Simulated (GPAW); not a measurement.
A calculation with GPAW 26.7.0 of Ga (native input, structure from a POSCAR):

File run.py:

```python
from ase.io import read
from gpaw import PW
from gpaw.dft import DFT

atoms = read('POSCAR')

dft = DFT(atoms,
          mode=PW(600),
          xc='PBE',
          kpts={'size': (7, 7, 10), 'gamma': True},
          occupations={'name': 'fermi-dirac', 'width': 0.05},
          nbands=10,
          convergence={'density': 1e-05, 'energy': 1e-05},
          maxiter=150,
          txt='gpaw.txt')
print(f'Energy: {dft.calculate_energy():.6f} eV')
print('Forces (eV/A):')
print(dft.calculate_forces().round(4))
print('Stress (eV/A^3):', dft.calculate_stress().round(6))
dft.write_gpw_file('gs.gpw')
```

Contents of POSCAR:

```
Ga
1.0
    4.4494738250      0.0000000000      0.0000000000
   -2.2247369125      3.8533573659      0.0000000000
    0.0000000000      0.0000000000      2.7652000000
Ga
2
Direct
    0.3333300000      0.6666700000      0.5000000000
    0.6666633333      0.3333366667      0.5000000000
```

Potentials or basis: GPAW PAW data sets (gpaw-data 1.2.1), pw.

The run is started by

```bash
$ OMP_NUM_THREADS=1 python run.py
```

The cell was built by a generator and needn't be a form met in nature.

Task: Write the same calculation in another form: ASE script, structure typed inline.

Result: As run:

The input run.py:

```python
from ase import Atoms
from ase.dft.bandgap import bandgap
from ase.io import write
from ase.units import GPa
from gpaw import GPAW, PW

atoms = Atoms(['Ga', 'Ga'],
              cell=[[4.449473825, 0.0, 0.0],
                    [-2.2247369125, 3.8533573659, 0.0],
                    [0.0, 0.0, 2.7652]],
              scaled_positions=[[0.33333, 0.66667, 0.5],
                                [0.6666633333, 0.3333366667, 0.5]],
              pbc=True)

calc = GPAW(mode=PW(600),
            xc='PBE',
            kpts={'size': (7, 7, 10), 'gamma': True},
            occupations={'name': 'fermi-dirac', 'width': 0.05},
            nbands=10,
            convergence={'density': 1e-05, 'energy': 1e-05},
            maxiter=150,
            txt='gpaw.txt')
atoms.calc = calc
energy = atoms.get_potential_energy()
forces = atoms.get_forces()
stress = atoms.get_stress()
calc.write('gs.gpw')
write('result.traj', atoms)
print(f'Energy: {energy:.6f} eV')
print('Forces (eV/A):')
print(forces.round(4))
print('Stress (GPa):', (stress / GPa).round(3))
print('Fermi level:', round(calc.get_fermi_level(), 4), 'eV')
print(f'Gap: {bandgap(calc)[0]:.4f} eV, direct: {bandgap(calc, direct=True)[0]:.4f} eV')
```

Potentials or basis: GPAW PAW data sets (gpaw-data 1.2.1), pw.

The run is started by

```bash
$ OMP_NUM_THREADS=1 python run.py
```

Both were run:

|  | native input, structure from a POSCAR | ASE script, structure typed inline |
| --- | --- | --- |
| Pressure | 0.6 GPa | 0.6 GPa |
| Band gap on the k mesh | none (metal or under the smearing width) | none (metal or under the smearing width) |

Keys that steer only the numerical path or the files written may differ.
